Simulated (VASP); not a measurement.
# CaSe (Fm-3m) in VASP: a series of runs

The runs below take CaSe through relaxation of cell and atoms, with PBE, r2SCAN.

Program: VASP 6.6.1. These are calculated values, not measurements. Logs are shortened: lines on timing, memory, paths and dates and some standing lists are left out, and cuts for length are marked.

## (1) The structure

Symmetry: Fm-3m, No. 225, cubic system. The conventional cell has a = 5.912 Å, b = 5.912 Å, c = 5.912 Å, α = 90.00°, β = 90.00°, γ = 90.00°. Ca (site symmetry m-3m) has 6 Se at 2.96 Å as nearest neighbours. Se (site symmetry m-3m) has 6 Ca at 2.96 Å as nearest neighbours.

## (2) Relaxation of cell and atoms, PBE

INCAR reads:

```
PREC     = Accurate       # precision mode
ENCUT    = 600            # plane-wave cutoff, eV
EDIFF    = 1E-6           # SCF threshold, eV
ISMEAR   = 0              # smearing method
SIGMA    = 0.03           # smearing width, eV
LREAL    = F              # projectors in reciprocal space
LASPH    = T              # aspherical terms in the spheres
NELM     = 80             # most SCF steps
ALGO     = Normal         # electronic algorithm
ISIF     = 3              # what is computed and relaxed
LWAVE    = F              # write WAVECAR
LCHARG   = F              # write CHGCAR
GGA      = PE             # functional
IBRION   = 2              # ionic algorithm
NSW      = 90             # ionic steps
EDIFFG   = -0.01          # ionic threshold
```

KPOINTS reads:

```
Automatic mesh
0
Gamma
  8 8 8
```

POSCAR reads:

```
CaSe
1.0
    0.0000000000      2.9560000000      2.9560000000
    2.9560000000      0.0000000000      2.9560000000
    2.9560000000      2.9560000000      0.0000000000
Ca Se
1 1
Direct
    0.0000000000      0.0000000000      0.0000000000
    0.5000000000      0.5000000000      0.5000000000
```

Potentials or basis: VASP PAW PBE potentials, release 64 (Ca_sv, Se).

Command:

```console
> cat potpaw_PBE.64/Ca_sv/POTCAR potpaw_PBE.64/Se/POTCAR > POTCAR
> mpirun -np 1 vasp_std > vasp.out
```

OUTCAR:

```text
PREC = Accurate
   ENCUT = 600
   EDIFF = 1E-6
   ISMEAR = 0
   LREAL = F
   LASPH = T
   NELM = 80
   ISIF = 3
   GGA = PE
   IBRION = 2
   NSW = 90
   EDIFFG = -0.01

 ion  position               nearest neighbor table
   1  0.000  0.000  0.000-   2 2.96   2 2.96   2 2.96   2 2.96   2 2.96   2 2.96
   2  0.500  0.500  0.500-   1 2.96   1 2.96   1 2.96   1 2.96   1 2.96   1 2.96

  LATTYP: Found a face centered cubic cell.
 ALAT       =     5.9120000000

  Lattice vectors:

 A1 = (   0.0000000000,   2.9560000000,   2.9560000000)
 A2 = (   2.9560000000,   0.0000000000,   2.9560000000)
 A3 = (   2.9560000000,   2.9560000000,   0.0000000000)

Analysis of symmetry for initial positions (statically):
=====================================================================
 Subroutine PRICEL returns:
 Original cell was already a primitive cell.

 Routine SETGRP: Setting up the symmetry group for a
 face centered cubic supercell.

 Subroutine GETGRP returns: Found 48 space group operations
 (whereof 48 operations were pure point group operations)
 out of a pool of 48 trial point group operations.

The static configuration has the point symmetry O_h .

Analysis of symmetry for dynamics (positions and initial velocities):
=====================================================================
 Subroutine PRICEL returns:
 Original cell was already a primitive cell.

 Routine SETGRP: Setting up the symmetry group for a
 face centered cubic supercell.

 Subroutine GETGRP returns: Found 48 space group operations
 (whereof 48 operations were pure point group operations)
 out of a pool of 48 trial point group operations.

The dynamic configuration has the point symmetry O_h .

 Subroutine INISYM returns: Found 48 space group operations
 (whereof 48 operations are pure point group operations),
 and found     1 'primitive' translations

----------------------------------------------------------------------------------------

                                     Primitive cell

  volume of cell :      51.6587

  direct lattice vectors                    reciprocal lattice vectors
     0.000000000  2.956000000  2.956000000    -0.169147497  0.169147497  0.169147497
     2.956000000  0.000000000  2.956000000     0.169147497 -0.169147497  0.169147497
     2.956000000  2.956000000  0.000000000     0.169147497  0.169147497 -0.169147497

  length of vectors
     4.180415290  4.180415290  4.180415290     0.292972058  0.292972058  0.292972058

  position of ions in fractional coordinates (direct lattice)
     0.000000000  0.000000000  0.000000000
     0.500000000  0.500000000  0.500000000

  ion indices of the primitive-cell ions
   primitive index   ion index
                 1           1
                 2           2

----------------------------------------------------------------------------------------

 KPOINTS: Automatic mesh

Automatic generation of k-mesh.
 Grid dimensions read from file:
 generate k-points for:    8    8    8

 Generating k-lattice:

  Cartesian coordinates                     Fractional coordinates (reciprocal lattice)
    -0.021143437  0.021143437  0.021143437     0.125000000  0.000000000  0.000000000
     0.021143437 -0.021143437  0.021143437     0.000000000  0.125000000  0.000000000
     0.021143437  0.021143437 -0.021143437     0.000000000  0.000000000  0.125000000

  Length of vectors
     0.036621507  0.036621507  0.036621507

  Shift w.r.t. Gamma in fractional coordinates (k-lattice)
     0.000000000  0.000000000  0.000000000

 Subroutine IBZKPT returns following result:
 ===========================================

 Found     29 irreducible k-points:

 Following reciprocal coordinates:
            Coordinates               Weight
  0.000000  0.000000  0.000000      1.000000
  0.125000  0.000000  0.000000      8.000000
  0.250000  0.000000  0.000000      8.000000
  0.375000  0.000000  0.000000      8.000000
  0.500000  0.000000  0.000000      4.000000
  0.125000  0.125000  0.000000      6.000000
[... 16 lines left out ...]
  0.500000  0.250000  0.125000     48.000000
 -0.375000  0.250000  0.125000     24.000000
 [... further k-points ...]
   k-points           NKPTS =     29   k-points in BZ     NKDIM =     29   number of bands    NBANDS=     12
   number of dos      NEDOS =    301   number of ions     NIONS =      2
   total plane-waves  NPLWV =  46656
   dimension x,y,z NGX =    36 NGY =   36 NGZ =   36
   dimension x,y,z NGXF=    72 NGYF=   72 NGZF=   72
   ions per type =               1   1
   NGX,Y,Z   is equivalent  to a cutoff of  14.32, 14.32, 14.32 a.u.
   NGXF,Y,Z  is equivalent  to a cutoff of  28.63, 28.63, 28.63 a.u.
 SYSTEM =  unknown system
   PREC   = accura    normal or accurate (medium, high low for compatibility)
   ISTART =      0    job   : 0-new  1-cont  2-samecut
   ICHARG =      2    charge: 1-file 2-atom 10-const
   ISPIN  =      1    spin polarized calculation?
   LNONCOLLINEAR =      F non collinear calculations
   LSORBIT =      F    spin-orbit coupling
   LASPH  =      T    aspherical Exc in radial PAW
   ENCUT  =  600.0 eV  44.10 Ry    6.64 a.u.   8.35  8.35  8.35*2*pi/ulx,y,z
   NELM   =     80;   NELMIN=  2; NELMDL= -5     # of ELM steps
   EDIFF  = 0.1E-05   stopping-criterion for ELM
   LREAL  =      F    real-space projection
   EDIFFG = -.1E-01   stopping-criterion for IOM
   NSW    =     90    number of steps for IOM
   IBRION =      2    ionic relax: 0-MD 1-quasi-New 2-CG
   NFREE  =      1    steps in history (QN), initial steepest desc. (CG)
   ISIF   =      3    stress and relaxation
   ISYM   =      2    0-nonsym 1-usesym 2-fastsym
   POTIM  = 0.5000    time-step for ionic-motion
   TEBEG  =    0.0;   TEEND  =   0.0 temperature during run
   PSTRESS=    0.0 pullay stress
   NELECT =      16.0000    total number of electrons
   NUPDOWN=      -1.0000    fix difference up-down
   EMIN   =  10.00;   EMAX   =-10.00  energy-range for DOS
   EFERMI =   0.00;   METHOD = LEGACY
   ISMEAR =     0;   SIGMA  =   0.03  broadening in eV -4-tet -1-fermi 0-gaus
   EFERMI_NEDOS =   21; number of points for ismear=-14 and -15
   IALGO  =     38    algorithm
   IMIX   =      4    mixing-type and parameters
     AMIX     =   0.40;   BMIX     =  1.00
     AMIX_MAG =   1.60;   BMIX_MAG =  1.00
  volume/ion in A,a.u.               =      25.83       174.30
  Fermi-wavevector in a.u.,A,eV,Ry     =   1.107645  2.093145 16.692666  1.226876
  Thomas-Fermi vector in A             =   2.244161
   LORBIT       =      0    0 simple, 1 ext, 2 COOP (PROOUT), +10 PAW based schemes
   GGA     = PE    functional components
   LHFCALC =     F    Hartree Fock is set to
   AEXX    =    0.0000 exact exchange contribution
   IVDW    =     0    specifies the selected vdW correction
   LEPSILON=     F    determine dielectric tensor
   LRPA    =     F    only Hartree local field effects (RPA)
 conjugate gradient relaxation of ions
 non-spin polarized calculation
 Gauss-broadening in eV      SIGMA  =   0.03
  energy-cutoff  :      600.00
  volume of cell :       51.66
 maximum number of plane-waves:      1759
 NGX is ok and might be reduce to    36
   NGX = 17   NGY = 17   NGZ = 17

--------------------------------------- Ionic step        1  -------------------------------------------

 number of electron      16.0000001 magnetization

 Free energy of the ion-electron system (eV)
  ---------------------------------------------------
  ext. energy  EPLUGINS =         0.00000000
  ---------------------------------------------------
  free energy    TOTEN  =        -9.48018742 eV

  energy without entropy =       -9.48018742  energy(sigma->0) =       -9.48018742

------------------------ aborting loop because EDIFF is reached ----------------------------------------

  FORCE on cell =-STRESS in cart. coord.  units (eV):
  Direction    XX          YY          ZZ          XY          YZ          ZX
  --------------------------------------------------------------------------------------
  -------------------------------------------------------------------------------------
  Total        0.4395487      0.4395487      0.4395487      0.0000000      0.0000000      0.0000000
  in kB       13.6324632     13.6324632     13.6324632      0.0000000      0.0000000      0.0000000
  external PRESSURE =      13.6324632 kB  Pullay stress =       0.0000000 kB
[... 57 lines left out ...]
  energy  without entropy=       -9.4858757193  energy(sigma->0) =       -9.48587572

--------------------------------------- Ionic step        3  -------------------------------------------

 number of electron      16.0000001 magnetization

 Free energy of the ion-electron system (eV)
  ---------------------------------------------------
  ext. energy  EPLUGINS =         0.00000000
  ---------------------------------------------------
  free energy    TOTEN  =        -9.48605023 eV

  energy without entropy =       -9.48605023  energy(sigma->0) =       -9.48605023

 E-fermi :   2.4573     XC(G=0):  -9.0488

 val. band max:        2.2738442183   @ k =   0.0000   0.0000   0.0000
 cond. band min:       4.3561912940   @ k =   0.5000   0.5000   0.0000
 fundamental gap:      2.0823470757
 Fermi energy:         2.4572990074

 k-point     1 :       0.0000    0.0000    0.0000
  band No.  band energies     occupation
      1     -37.5533      2.00000
      2     -18.5429      2.00000
      3     -18.5429      2.00000
      4     -18.5429      2.00000
      5      -9.4386      2.00000
      6       2.2738      2.00000
      7       2.2738      2.00000
      8       2.2738      2.00000
      9       5.4814      0.00000
     10       5.9869      0.00000
     11       5.9869      0.00000
     12       5.9869      0.00000
[... 331 lines left out ...]
 k-point    24 :      -0.3750    0.2500    0.1250
  band No.  band energies     occupation
      1     -37.5465      2.00000
      2     -18.6252      2.00000
      3     -18.5723      2.00000
      4     -18.5581      2.00000
      5      -8.7976      2.00000
      6      -0.4741      2.00000
      7       0.7012      2.00000
      8       1.0845      2.00000
      9       6.7185      0.00000
     10       6.9979      0.00000
     11       7.9250      0.00000
     12       8.1796      0.00000

 [... further k-points ...]

------------------------ aborting loop because EDIFF is reached ----------------------------------------

  FORCE on cell =-STRESS in cart. coord.  units (eV):
  Direction    XX          YY          ZZ          XY          YZ          ZX
  --------------------------------------------------------------------------------------
  -------------------------------------------------------------------------------------
  Total        0.0002987      0.0002987      0.0002987     -0.0000000      0.0000000      0.0000000
  in kB        0.0090175      0.0090175      0.0090175     -0.0000000      0.0000000      0.0000000
  external PRESSURE =       0.0090175 kB  Pullay stress =       0.0000000 kB
[... 17 lines left out ...]
  FREE ENERGIE OF THE ION-ELECTRON SYSTEM (eV)
  ---------------------------------------------------
  free  energy   TOTEN  =        -9.4860502270 eV

  energy  without entropy=       -9.4860502270  energy(sigma->0) =       -9.48605023

 reached required accuracy - stopping structural energy minimisation
```

Run time: 29 s. Hardware: 1 thread of Intel Xeon 6975P-C (Granite Rapids), shared host; peak memory 0.21 GiB.

What came out:

```
Free energy                            : -9.4861 eV
Relaxed volume                         : 26.54 Å³/atom
Relaxed cell                           : a = 4.218 Å, b = 4.218 Å, c = 4.218 Å, α = 60.00°, β = 60.00°, γ = 60.00°
Space group after relaxing (to 0.05 Å) : Fm-3m (No. 225)
Energy gained by relaxing              : 2.9 meV/atom
Ionic steps                            : 3
Pressure after relaxing                : 0.0 GPa
Band gap on the k mesh                 : 2.08 eV, indirect (least direct gap 2.99 eV)
```

The path:
```
step  energy change (eV)  largest force (eV/Å)  pressure (GPa)  volume (Å³)
   1              0.0000                0.0000            1.36        51.66
   2             -0.0057                0.0000           -0.22        53.32
   3             -0.0059                0.0000            0.00        53.07
```

Final structure:
```cif
data_structure
_symmetry_space_group_name_H-M 'P 1'
_symmetry_Int_Tables_number 1
_cell_length_a 4.2182
_cell_length_b 4.2182
_cell_length_c 4.2182
_cell_angle_alpha 60.000
_cell_angle_beta 60.000
_cell_angle_gamma 60.000
_cell_volume 53.07
loop_
_atom_site_label
_atom_site_type_symbol
_atom_site_fract_x
_atom_site_fract_y
_atom_site_fract_z
_atom_site_occupancy
Ca1 Ca 0.00000 0.00000 0.00000 1
Se1 Se 0.50000 0.50000 0.50000 1
```

Levels at points of the mesh, in eV from the valence-band top:
```csv
k point,band 5,band 6,band 7,band 8,band 9,band 10,band 11,band 12
"(0.00, 0.00, 0.00)",-11.71,0.00,0.00,0.00,3.21,3.71,3.71,3.71
"(0.50, 0.00, 0.00)",-11.06,-3.19,-1.15,-1.15,4.48,5.41,5.44,5.44
"(0.50, 0.50, 0.00)",-11.16,-2.46,-0.91,-0.91,2.08,4.94,5.00,5.93
```

## (3) Relaxation of cell and atoms, PBE

This run uses another cell than the first one, of 26.54 Å³/atom, 1.027 times its volume.

Edit INCAR of step 2 so:

```diff
@@ -2,3 +2,3 @@
 ENCUT    = 600            # plane-wave cutoff, eV
-EDIFF    = 1E-6           # SCF threshold, eV
+EDIFF    = 1E-7           # SCF threshold, eV
 ISMEAR   = 0              # smearing method
@@ -15,2 +15,2 @@
 NSW      = 90             # ionic steps
-EDIFFG   = -0.01          # ionic threshold
+EDIFFG   = -0.005         # ionic threshold
```

KPOINTS is that of step 2.

POSCAR reads:

```
CaSe                                    
1.0
    0.0000000000      2.9826944822      2.9826944822
    2.9826944822      0.0000000000      2.9826944822
    2.9826944822      2.9826944822      0.0000000000
  Ca              Se            
     1     1
Direct
     0.0000000000000000    0.0000000000000000    0.0000000000000000
     0.5000000000000000    0.5000000000000000    0.5000000000000000
```

Potentials or basis: VASP PAW PBE potentials, release 64 (Ca_sv, Se).

Command:

```console
> cat potpaw_PBE.64/Ca_sv/POTCAR potpaw_PBE.64/Se/POTCAR > POTCAR
> mpirun -np 1 vasp_std > vasp.out
```

It took 16 s on 1 thread of Intel Xeon 6975P-C (Granite Rapids), shared host; peak memory 0.21 GiB.

It converged, with:

```
Free energy             : -9.4862 eV
Pressure after relaxing : 0.0 GPa
Band gap on the k mesh  : 2.08 eV, indirect (least direct gap 2.99 eV)
```

Final structure:
```xyz
2
Lattice="0.0000 2.9827 2.9827 2.9827 0.0000 2.9827 2.9827 2.9827 0.0000" Properties=species:S:1:pos:R:3 pbc="T T T"
Ca    0.0000    0.0000    0.0000
Se    2.9827    2.9827    2.9827
```

Levels at points of the mesh, in eV from the valence-band top:
| k point | band 6 | band 7 | band 8 | band 9 | band 10 | band 11 |
| --- | --- | --- | --- | --- | --- | --- |
| (0.00, 0.00, 0.00) | 0.00 | 0.00 | 0.00 | 3.21 | 3.71 | 3.71 |
| (0.50, 0.00, 0.00) | -3.19 | -1.15 | -1.15 | 4.48 | 5.41 | 5.44 |
| (0.50, 0.50, 0.00) | -2.45 | -0.91 | -0.91 | 2.08 | 4.94 | 5.00 |

Caveat: the relaxation stopped at its first step, so nothing moved.

## (4) Relaxation of cell and atoms, r2SCAN

INCAR reads:

```
PREC = Accurate ; ENCUT = 600
EDIFF = 1E-6 ; ISMEAR = 0
SIGMA = 0.03 ; LREAL = F
LASPH = T ; NELM = 80
ALGO = Normal ; ISIF = 3
LWAVE = F ; LCHARG = F
METAGGA = R2SCAN ; LMIXTAU = T
IBRION = 2 ; NSW = 90
EDIFFG = -0.01
```

KPOINTS is that of step 3.

POSCAR reads:

```
CaSe
1.0
    0.0000000000      2.9560000000      2.9560000000
    2.9560000000      0.0000000000      2.9560000000
    2.9560000000      2.9560000000      0.0000000000
Ca Se
1 1
Direct
    0.0000000000      0.0000000000      0.0000000000
    0.5000000000      0.5000000000      0.5000000000
```

Command:

```console
> cat potpaw_PBE.64/Ca_sv/POTCAR potpaw_PBE.64/Se/POTCAR > POTCAR
> mpirun -np 1 vasp_std > vasp.out
```

Wall time 4.3 min (1 thread of Intel Xeon Platinum 8488C (Sapphire Rapids), shared host); peak memory 0.23 GiB.

Results (log left out):

| Quantity | Value |
| --- | --- |
| Free energy | -25.9809 eV |
| Relaxed volume | 26.25 Å³/atom |
| Relaxed cell | a = 4.203 Å, b = 4.203 Å, c = 4.203 Å, α = 60.00°, β = 60.00°, γ = 60.00° |
| Space group after relaxing (to 0.05 Å) | Fm-3m (No. 225) |
| Energy gained by relaxing | 1.1 meV/atom |
| Ionic steps | 3 |
| Pressure after relaxing | 0.0 GPa |
| Band gap on the k mesh | 2.53 eV, indirect (least direct gap 3.46 eV) |

The path:
| step | energy change (eV) | largest force (eV/Å) | pressure (GPa) | volume (Å³) |
| --- | --- | --- | --- | --- |
| 1 | 0.0000 | 0.0000 | 0.87 | 51.66 |
| 2 | -0.0021 | 0.0000 | -0.22 | 52.72 |
| 3 | -0.0023 | 0.0000 | 0.01 | 52.50 |

Final structure:
```
Ca Se
1.0
     0.00000    2.97193    2.97193
     2.97193    0.00000    2.97193
     2.97193    2.97193    0.00000
Ca Se
1 1
Cartesian
  0.0000 0.0000 0.0000
  2.9719 2.9719 2.9719
```

Levels at points of the mesh, in eV from the valence-band top:
| k point | band 5 | band 6 | band 7 | band 8 | band 9 | band 10 | band 11 | band 12 |
| --- | --- | --- | --- | --- | --- | --- | --- | --- |
| (0.00, 0.00, 0.00) | -12.14 | 0.00 | 0.00 | 0.00 | 4.05 | 4.23 | 4.23 | 4.23 |
| (0.50, 0.00, 0.00) | -11.45 | -3.22 | -1.16 | -1.16 | 5.09 | 6.05 | 6.08 | 6.08 |
| (0.50, 0.50, 0.00) | -11.56 | -2.51 | -0.93 | -0.93 | 2.53 | 5.59 | 5.74 | 6.61 |

Caveat: the PAW data sets were made with another functional, which shifts forces and pressure a little.

## (5) Relaxation of cell and atoms, r2SCAN

This run uses another cell than the first one, of 26.25 Å³/atom, 1.016 times its volume.

INCAR reads:

```
PREC = Accurate ; ENCUT = 600
EDIFF = 1E-7 ; ISMEAR = 0
SIGMA = 0.03 ; LREAL = F
LASPH = T ; NELM = 80
ALGO = Normal ; ISIF = 3
LWAVE = F ; LCHARG = F
METAGGA = R2SCAN ; LMIXTAU = T
IBRION = 2 ; NSW = 90
EDIFFG = -0.005
```

KPOINTS is that of step 4.

POSCAR reads:

```
CaSe                                    
1.0
   -0.0000000000      2.9719289399      2.9719289399
    2.9719289399      0.0000000000      2.9719289399
    2.9719289399      2.9719289399     -0.0000000000
  Ca              Se            
     1     1
Direct
     0.0000000000000000    0.0000000000000000    0.0000000000000000
     0.5000000000000000    0.5000000000000000    0.5000000000000000
```

Command:

```console
> cat potpaw_PBE.64/Ca_sv/POTCAR potpaw_PBE.64/Se/POTCAR > POTCAR
> mpirun -np 1 vasp_std > vasp.out
```

Wall time 1.9 min (1 thread of Intel Xeon Platinum 8488C (Sapphire Rapids), shared host); peak memory 0.22 GiB.

The run converged. Its results:

```yaml
Free_energy: -25.9811 eV
Pressure_after_relaxing: 0.0 GPa
Band_gap_on_the_k_mesh: 2.53 eV, indirect (least direct gap 3.46 eV)
```

Final structure:
```xyz
2
Lattice="0.0000 2.9719 2.9719 2.9719 0.0000 2.9719 2.9719 2.9719 0.0000" Properties=species:S:1:pos:R:3 pbc="T T T"
Ca    0.0000    0.0000    0.0000
Se    2.9719    2.9719    2.9719
```

Levels at points of the mesh, in eV from the valence-band top:
| k point | band 4 | band 5 | band 6 | band 7 | band 8 | band 9 | band 10 | band 11 | band 12 |
| --- | --- | --- | --- | --- | --- | --- | --- | --- | --- |
| (0.00, 0.00, 0.00) | -21.45 | -12.14 | 0.00 | 0.00 | 0.00 | 4.05 | 4.23 | 4.23 | 4.23 |
| (0.50, 0.00, 0.00) | -21.46 | -11.45 | -3.22 | -1.16 | -1.16 | 5.09 | 6.05 | 6.08 | 6.08 |
| (0.50, 0.50, 0.00) | -21.48 | -11.56 | -2.51 | -0.93 | -0.93 | 2.53 | 5.59 | 5.74 | 6.61 |

Caveat: the relaxation stopped at its first step, so nothing moved; the PAW data sets were made with another functional, which shifts forces and pressure a little. r2SCAN opens gaps a little over a GGA but as a rule still falls short of measured ones.
